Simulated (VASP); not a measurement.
# LiCl (Fm-3m) in VASP: notebook, part 2 of 2

VASP 6.6.1. Earlier steps stand in the parts before.

### Step 3. Relaxation of cell and atoms, PBEsol

This run uses another cell than the first one, of 16.66 Å³/atom, 1.027 times its volume.

Contents of INCAR:

```
ALGO     = Normal         # electronic algorithm
EDIFF    = 1E-6           # SCF threshold, eV
EDIFFG   = -0.005         # ionic threshold
ENCUT    = 600            # plane-wave cutoff, eV
GGA      = PS             # functional
IBRION   = 2              # ionic algorithm
ISIF     = 3              # what is computed and relaxed
ISMEAR   = 0              # smearing method
LASPH    = T              # aspherical terms in the spheres
LCHARG   = F              # write CHGCAR
LREAL    = F              # projectors in reciprocal space
LWAVE    = F              # write WAVECAR
NELM     = 60             # most SCF steps
NSW      = 100            # ionic steps
PREC     = Accurate       # precision mode
SIGMA    = 0.02           # smearing width, eV
```

Contents of KPOINTS:

```
k-points
0
Gamma
  8 8 8
```

Contents of POSCAR:

```
LiCl
1.0
    0.0000000000      2.5542304370      2.5542304370
    2.5542304370      0.0000000000      2.5542304370
    2.5542304370      2.5542304370      0.0000000000
Li Cl
1 1
Direct
    0.0000000000      0.0000000000      0.0000000000
    0.5000000000      0.5000000000      0.5000000000
```

Potentials or basis: VASP PAW PBE potentials, release 64 (Li_sv, Cl).

Command:

```sh
cat potpaw_PBE.64/Li_sv/POTCAR potpaw_PBE.64/Cl/POTCAR > POTCAR
mpirun -np 1 vasp_std > vasp.out
```

OUTCAR:

```text
EDIFF = 1E-6
   EDIFFG = -0.005
   ENCUT = 600
   GGA = PS
   IBRION = 2
   ISIF = 3
   ISMEAR = 0
   LASPH = T
   LREAL = F
   NELM = 60
   NSW = 100
   PREC = Accurate

 ion  position               nearest neighbor table
   1  0.000  0.000  0.000-   2 2.55   2 2.55   2 2.55   2 2.55   2 2.55   2 2.55
   2  0.500  0.500  0.500-   1 2.55   1 2.55   1 2.55   1 2.55   1 2.55   1 2.55

  LATTYP: Found a face centered cubic cell.
 ALAT       =     5.1084608740

  Lattice vectors:

 A1 = (   0.0000000000,   2.5542304370,   2.5542304370)
 A2 = (   2.5542304370,   0.0000000000,   2.5542304370)
 A3 = (   2.5542304370,   2.5542304370,   0.0000000000)

Analysis of symmetry for initial positions (statically):
=====================================================================
 Subroutine PRICEL returns:
 Original cell was already a primitive cell.

 Routine SETGRP: Setting up the symmetry group for a
 face centered cubic supercell.

 Subroutine GETGRP returns: Found 48 space group operations
 (whereof 48 operations were pure point group operations)
 out of a pool of 48 trial point group operations.

The static configuration has the point symmetry O_h .

Analysis of symmetry for dynamics (positions and initial velocities):
=====================================================================
 Subroutine PRICEL returns:
 Original cell was already a primitive cell.

 Routine SETGRP: Setting up the symmetry group for a
 face centered cubic supercell.

 Subroutine GETGRP returns: Found 48 space group operations
 (whereof 48 operations were pure point group operations)
 out of a pool of 48 trial point group operations.

The dynamic configuration has the point symmetry O_h .

 Subroutine INISYM returns: Found 48 space group operations
 (whereof 48 operations are pure point group operations),
 and found     1 'primitive' translations

[... 125 lines left out ...]
 conjugate gradient relaxation of ions
 non-spin polarized calculation
 Gauss-broadening in eV      SIGMA  =   0.02
  energy-cutoff  :      600.00
  volume of cell :       33.33
 maximum number of plane-waves:      1139
 NGX is ok and might be reduce to    30
   NGX = 15   NGY = 15   NGZ = 15

--------------------------------------- Ionic step        1  -------------------------------------------

 number of electron      10.0000000 magnetization

 Free energy of the ion-electron system (eV)
  ---------------------------------------------------
  ext. energy  EPLUGINS =         0.00000000
  ---------------------------------------------------
  free energy    TOTEN  =        -7.63728643 eV

  energy without entropy =       -7.63728643  energy(sigma->0) =       -7.63728643

------------------------ aborting loop because EDIFF is reached ----------------------------------------

  FORCE on cell =-STRESS in cart. coord.  units (eV):
  Direction    XX          YY          ZZ          XY          YZ          ZX
  --------------------------------------------------------------------------------------
  -------------------------------------------------------------------------------------
  Total       -0.1918243     -0.1918243     -0.1918243      0.0000000      0.0000000     -0.0000000
  in kB       -9.2215492     -9.2215492     -9.2215492      0.0000000      0.0000000     -0.0000000
  external PRESSURE =      -9.2215492 kB  Pullay stress =       0.0000000 kB
[... 95 lines left out ...]
--------------------------------------- Ionic step        4  -------------------------------------------

 number of electron       9.9999995 magnetization

 Free energy of the ion-electron system (eV)
  ---------------------------------------------------
  ext. energy  EPLUGINS =         0.00000000
  ---------------------------------------------------
  free energy    TOTEN  =        -7.64003146 eV

  energy without entropy =       -7.64003146  energy(sigma->0) =       -7.64003146

 E-fermi :   0.9479     XC(G=0):  -9.0872

 val. band max:        0.8450877728   @ k =   0.0000   0.0000   0.0000
 cond. band min:       7.2147083712   @ k =   0.0000   0.0000   0.0000
 fundamental gap:      6.3696205984
 Fermi energy:         0.9479170448

 k-point     1 :       0.0000    0.0000    0.0000
  band No.  band energies     occupation
      1     -41.9018      2.00000
      2     -12.6954      2.00000
      3       0.8451      2.00000
      4       0.8451      2.00000
      5       0.8451      2.00000
      6       7.2147      0.00000
      7      12.6884      0.00000
      8      12.6884      0.00000
      9      12.6884      0.00000
[... 265 lines left out ...]
 k-point    24 :      -0.3750    0.2500    0.1250
  band No.  band energies     occupation
      1     -41.8974      2.00000
      2     -11.9271      2.00000
      3      -1.9147      2.00000
      4      -0.5885      2.00000
      5       0.2106      2.00000
      6       8.9706      0.00000
      7      10.1202      0.00000
      8      11.3826      0.00000
      9      12.7219      0.00000

 [... further k-points ...]
[... 5 lines left out ...]
  --------------------------------------------------------------------------------------
  -------------------------------------------------------------------------------------
  Total       -0.0058011     -0.0058011     -0.0058011      0.0000000     -0.0000000      0.0000000
  in kB       -0.2867898     -0.2867898     -0.2867898      0.0000000     -0.0000000      0.0000000
  external PRESSURE =      -0.2867898 kB  Pullay stress =       0.0000000 kB
[... 17 lines left out ...]
  FREE ENERGIE OF THE ION-ELECTRON SYSTEM (eV)
  ---------------------------------------------------
  free  energy   TOTEN  =        -7.6400314648 eV

  energy  without entropy=       -7.6400314648  energy(sigma->0) =       -7.64003146

 reached required accuracy - stopping structural energy minimisation
```

CONTCAR:

```text
LiCl
   1.00000000000000
     0.0000000000000000    2.5305224288237191    2.5305224288237191
     2.5305224288237191    0.0000000000000000    2.5305224288237191
     2.5305224288237191    2.5305224288237191   -0.0000000000000000
  Li              Cl
     1     1
Direct
     0.0000000000000000    0.0000000000000000    1.0000000000000000
     0.5000000000000000    0.5000000000000000    0.5000000000000000

  0.00000000E+00  0.00000000E+00  0.00000000E+00
  0.00000000E+00  0.00000000E+00  0.00000000E+00
```

Run time: 31 s. Hardware: 1 thread of Intel Xeon 6975P-C (Granite Rapids), shared host; peak memory 0.15 GiB.

Results:

* Free energy: -7.6400 eV
* Relaxed volume: 16.20 Å³/atom
* Relaxed cell: a = 3.579 Å, b = 3.579 Å, c = 3.579 Å, α = 60.00°, β = 60.00°, γ = 60.00°
* Space group after relaxing (to 0.05 Å): Fm-3m (No. 225)
* Energy gained by relaxing: 1.4 meV/atom
* Ionic steps: 4
* Pressure after relaxing: 0.0 GPa
* Band gap on the k mesh: 6.37 eV, direct

Step by step:
| step | energy change (eV) | largest force (eV/Å) | pressure (GPa) | volume (Å³) |
| --- | --- | --- | --- | --- |
| 1 | 0.0000 | 0.0000 | -0.92 | 33.33 |
| 2 | -0.0020 | 0.0000 | -0.48 | 32.87 |
| 3 | -0.0027 | 0.0000 | -0.08 | 32.49 |
| 4 | -0.0027 | 0.0000 | -0.03 | 32.41 |

Final structure:
```
Li Cl
1.0
     0.00000    2.53052    2.53052
     2.53052    0.00000    2.53052
     2.53052    2.53052    0.00000
Li Cl
1 1
Direct
  0.00000 0.00000 0.00000
  0.50000 0.50000 0.50000
```

Caveat: the cutoff is under 1.25 times the usual one of these potentials, so pressure, stress and relaxed cells hold a basis-set (Pulay) error; the PAW data sets were made with another functional, which shifts forces and pressure a little.

### Step 4. Single point, PBEsol

This run uses another cell than the first one, of 16.66 Å³/atom, 1.027 times its volume.

Contents of INCAR:

```
SYSTEM = LiCl
PREC = Accurate
ENCUT = 520
EDIFF = 1E-6
ISMEAR = 0
SIGMA = 0.1
LREAL = .FALSE.
LASPH = .TRUE.
NELM = 100
ALGO = Normal
ISIF = 2
LWAVE = .FALSE.
LCHARG = .FALSE.
GGA = PS
NBANDS = 12
```

Contents of KPOINTS:

```
regular mesh
0
G
  6 6 6
  0 0 0
```

POSCAR is that of step 3.

Potentials or basis: VASP PAW PBE potentials, release 64 (Li_sv, Cl).

Command:

```sh
cat potpaw_PBE.64/Li_sv/POTCAR potpaw_PBE.64/Cl/POTCAR > POTCAR
mpirun -np 1 vasp_std > vasp.out
```

OUTCAR:

```text
SYSTEM = LiCl
   PREC = Accurate
   ENCUT = 520
   EDIFF = 1E-6
   ISMEAR = 0
   LREAL = .FALSE.
   LASPH = .TRUE.
   NELM = 100
   ISIF = 2
   GGA = PS

 ion  position               nearest neighbor table
   1  0.000  0.000  0.000-   2 2.55   2 2.55   2 2.55   2 2.55   2 2.55   2 2.55
   2  0.500  0.500  0.500-   1 2.55   1 2.55   1 2.55   1 2.55   1 2.55   1 2.55

  LATTYP: Found a face centered cubic cell.
 ALAT       =     5.1084608740

  Lattice vectors:

 A1 = (   0.0000000000,   2.5542304370,   2.5542304370)
 A2 = (   2.5542304370,   0.0000000000,   2.5542304370)
 A3 = (   2.5542304370,   2.5542304370,   0.0000000000)

Analysis of symmetry for initial positions (statically):
=====================================================================
 Subroutine PRICEL returns:
 Original cell was already a primitive cell.

 Routine SETGRP: Setting up the symmetry group for a
 face centered cubic supercell.

 Subroutine GETGRP returns: Found 48 space group operations
 (whereof 48 operations were pure point group operations)
 out of a pool of 48 trial point group operations.

The static configuration has the point symmetry O_h .

Analysis of symmetry for dynamics (positions and initial velocities):
[... 167 lines left out ...]
      8      12.4503      0.00000
      9      12.4503      0.00000
     10      15.1156      0.00000
     11      15.1156      0.00000
     12      15.1156      0.00000
[... 211 lines left out ...]
 k-point    16 :      -0.3333    0.5000    0.1667
  band No.  band energies     occupation
      1     -42.1623      2.00000
      2     -11.9582      2.00000
      3      -2.0111      2.00000
      4      -1.0998      2.00000
      5      -0.4861      2.00000
      6       9.2940      0.00000
      7       9.8651      0.00000
      8      11.9166      0.00000
      9      11.9722      0.00000
     10      15.5241      0.00000
     11      17.8470      0.00000
     12      19.3624      0.00000

------------------------ aborting loop because EDIFF is reached ----------------------------------------

  FORCE on cell =-STRESS in cart. coord.  units (eV):
  Direction    XX          YY          ZZ          XY          YZ          ZX
  --------------------------------------------------------------------------------------
  -------------------------------------------------------------------------------------
  Total       -0.1952328     -0.1952328     -0.1952328     -0.0000000     -0.0000000      0.0000000
  in kB       -9.3854092     -9.3854092     -9.3854092     -0.0000000     -0.0000000      0.0000000
  external PRESSURE =      -9.3854092 kB  Pullay stress =       0.0000000 kB

 VOLUME and BASIS-vectors are now :
 -----------------------------------------------------------------------------
  energy-cutoff  :      520.00
  volume of cell :       33.33
      direct lattice vectors                 reciprocal lattice vectors
     0.000000000  2.554230437  2.554230437    -0.195753677  0.195753677  0.195753677
     2.554230437  0.000000000  2.554230437     0.195753677 -0.195753677  0.195753677
     2.554230437  2.554230437  0.000000000     0.195753677  0.195753677 -0.195753677

 POSITION                                       TOTAL-FORCE (eV/Angst)
 -----------------------------------------------------------------------------------
      0.00000      0.00000      0.00000         0.000000      0.000000      0.000000
      2.55423      2.55423      2.55423        -0.000000     -0.000000      0.000000
 -----------------------------------------------------------------------------------
    total drift:                                0.000000      0.000000      0.000000

  FREE ENERGIE OF THE ION-ELECTRON SYSTEM (eV)
  ---------------------------------------------------
  free  energy   TOTEN  =        -7.6368192044 eV

  energy  without entropy=       -7.6368192044  energy(sigma->0) =       -7.63681920
```

It took 7.6 s on 1 thread of Intel Xeon 6975P-C (Granite Rapids), shared host; peak memory 0.13 GiB.

What came out:

```
Free energy            : -7.6368 eV
Band gap on the k mesh : 6.21 eV, direct
```

Caveat: the cutoff is under 1.25 times the usual one of these potentials, so pressure, stress and relaxed cells hold a basis-set (Pulay) error; the PAW data sets were made with another functional, which shifts forces and pressure a little. A k mesh can miss the band edges.

### Step 5. The runs side by side

| task | cell | k mesh | cutoff (eV) | smearing | gap on the mesh (eV) |
| --- | --- | --- | --- | --- | --- |
| single point | Fm-3m, 16.23 Å³/atom | 8 × 8 × 8 | 520 | gaussian 0.02 eV | 6.36 |
| relaxation of cell and atoms | relaxed | 8 × 8 × 8 | 600 | gaussian 0.02 eV | 6.37 |
| single point | Fm-3m, 16.66 Å³/atom | 6 × 6 × 6 | 520 | gaussian 0.1 eV | 6.21 |

Alike in all rows: level PBEsol; potentials or basis VASP PAW PBE potentials, release 64 (Li_sv, Cl); no spin polarisation.

Caveats: the cutoff is under 1.25 times the usual one of these potentials, so pressure, stress and relaxed cells hold a basis-set (Pulay) error; the PAW data sets were made with another functional, which shifts forces and pressure a little.

Total energies depend on the potentials used, so only differences within one code and one set of settings carry meaning.
